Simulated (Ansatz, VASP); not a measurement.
**CoSi in VASP and in Ansatz**

```
CELL_PARAMETERS angstrom
4.38583 0.00000 0.00000
0.00000 4.38583 0.00000
0.00000 0.00000 4.38583
ATOMIC_POSITIONS crystal
Co 0.14564 0.14564 0.14564
Co 0.35436 0.85436 0.64564
Co 0.64564 0.35436 0.85436
Co 0.85436 0.64564 0.35436
Si 0.84333 0.84333 0.84333
Si 0.65667 0.15667 0.34333
Si 0.34333 0.65667 0.15667
Si 0.15667 0.34333 0.65667
```

Alike in both runs: functional PBEsol; k mesh 8 × 8 × 8; occupations gaussian, width 0.1 eV; no spin polarisation.

Ansatz relaxed the structure, and its values are those at the end. VASP's run is a single point on that final structure, the one shown.

```csv
,VASP,Ansatz
version,VASP 6.6.1,Ansatz 0.2.0
potentials or method,"VASP PAW PBE potentials, release 64 (Co, Si)","scalar-relativistic, plane waves, PAW"
plane-wave cutoff (eV),520,420
valence electrons in the cell,52,84
```

```csv
,VASP,Ansatz,Ansatz less VASP
gap on the k mesh at the Fermi level (eV),none,none,-
pressure (GPa),0.2,0.0,-0.21
rms of the force components (eV/Å),0.003,0.002,-0.0016
```

A gap of «none» marks a metal or a gap that the smearing closes. The functional is the same, so the differences come from potentials, cutoffs and numerics. The two sets of potentials don't hold the same shells in valence.

Caveats: the PAW data sets were made with another functional, which shifts forces and pressure a little (VASP). Spin polarisation is off, so any magnetic state and its effect on volume and gap are missing.
